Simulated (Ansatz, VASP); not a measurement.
One calculation of GaSb, two programs

The input INCAR:

```
PREC     = Accurate       # precision mode
ENCUT    = 520            # plane-wave cutoff, eV
EDIFF    = 1E-7           # SCF threshold, eV
ISMEAR   = -1             # smearing method
SIGMA    = 0.02           # smearing width, eV
LREAL    = F              # projectors in reciprocal space
LASPH    = T              # aspherical terms in the spheres
NELM     = 80             # most SCF steps
ALGO     = Normal         # electronic algorithm
ISIF     = 2              # what is computed and relaxed
LWAVE    = F              # write WAVECAR
LCHARG   = T              # write CHGCAR
GGA      = CA             # functional
LELF     = T              # ELF
LVHAR    = T            
NBANDS   = 16             # bands
```

The input KPOINTS:

```
regular mesh
0
Gamma
  8 8 8
```

Contents of POSCAR:

```
GaSb
1.0
    0.0000000000      3.0658848228      3.0658848228
    3.0658848228      0.0000000000      3.0658848228
    3.0658848228      3.0658848228      0.0000000000
Ga Sb
1 1
Direct
    0.0000000000      0.0000000000      0.0000000000
    0.2500000000      0.2500000000      0.2500000000
```

Input for Ansatz:

```yaml
crystal:
  lattice:
    - [0.0, 3.0658848228, 3.0658848228]
    - [3.0658848228, 0.0, 3.0658848228]
    - [3.0658848228, 3.0658848228, 0.0]
  atoms:
    - { symbol: Ga, position: [0.0, 0.0, 0.0] }
    - { symbol: Sb, position: [0.25, 0.25, 0.25] }
kpoints:
  mp_grid: { grid: [8, 8, 8] }
  band_path:
    path:
      - [0.0, 0.0, 0.0]
      - [-0.5, -0.5, 0.0]
      - [-0.375, -0.375, 0.25]
      - [-0.375, 0.0, 0.375]
      - [0.0, 0.0, 0.5]
      - [-0.5, -0.25, 0.25]
    npoints: 1
hamiltonian:
  xc: lda
scf:
  occupations: { method: fermi_dirac, width: 0.02 }
  n_extra_bands: 4
output:
  forces: true
  stress: true
  eigenvalues: true
```

Alike in both runs: task single point; functional LDA; k mesh 8 × 8 × 8; occupations fermi-dirac, width 0.02 eV; no spin polarisation.

|  | VASP | Ansatz |
| --- | --- | --- |
| version | VASP 6.6.1 | Ansatz 0.2.0 |
| potentials or method | VASP PAW LDA potentials, release 64 (Ga_d, Sb) | plane waves, PAW |
| plane-wave cutoff (eV) | 520 | 420 |
| valence electrons in the cell | 18 | 28 |

Ansatz gave:

* pressure (GPa): -2.0

**Question.** Which values does VASP return?

**Answer.** Pressure (GPa): -1.9.

The two sets of potentials don't hold the same shells in valence.

The runs have no spin-orbit coupling, so splittings on Sb are missing.
